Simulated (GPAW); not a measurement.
Zn:

```
CELL_PARAMETERS angstrom
-1.56904 1.56904 1.56904
1.56904 -1.56904 1.56904
1.56904 1.56904 -1.56904
ATOMIC_POSITIONS crystal
Zn 0.00000 0.00000 0.00000
```

This isn't the form of Zn at room conditions, which is hcp.

| Item | Value |
| --- | --- |
| Program | GPAW 26.7.0 |
| Task | relaxation of cell and atoms |
| Functional | PBEsol |
| Dispersion | D3 |
| Potentials or basis | PAW data sets generated in the run's folder for this functional |
| Cutoff | 600 eV |
| Basis | pw |
| k mesh | 12 × 12 × 12 |
| Occupations | fermi-dirac, width 0.05 eV |
| Spin | no spin polarisation |

At the start: pressure -7.7 GPa; volume 15.45 Å³/atom.

Question: How do energy, volume and symmetry change on relaxing?

Answer: Over 5 steps the energy falls by 49.9 meV/atom and the volume is 13.67 Å³/atom (-11.5 %); space group Im-3m (No. 229, to 0.05 Å).

The path:
```
step  energy change (eV)  largest force (eV/Å)  pressure (GPa)  volume (Å³)
   1              0.0000                0.0000           -7.71        15.45
   2             -0.0210                0.0000           -6.29        14.97
   3             -0.0461                0.0000            2.95        13.27
   4             -0.0498                0.0000           -0.51        13.75
   5             -0.0499                0.0000           -0.02        13.67
```

Final structure:
```yaml
crystal:
  lattice:
    - [-1.50640, 1.50640, 1.50640]
    - [1.50640, -1.50640, 1.50640]
    - [1.50640, 1.50640, -1.50640]
  atoms:
    - { symbol: Zn, position: [0.00000, 0.00000, 0.00000] }
```

Caveat: later steps reuse the first step's grids; pairwise dispersion overbinds metals, which lowers pressure and volume.
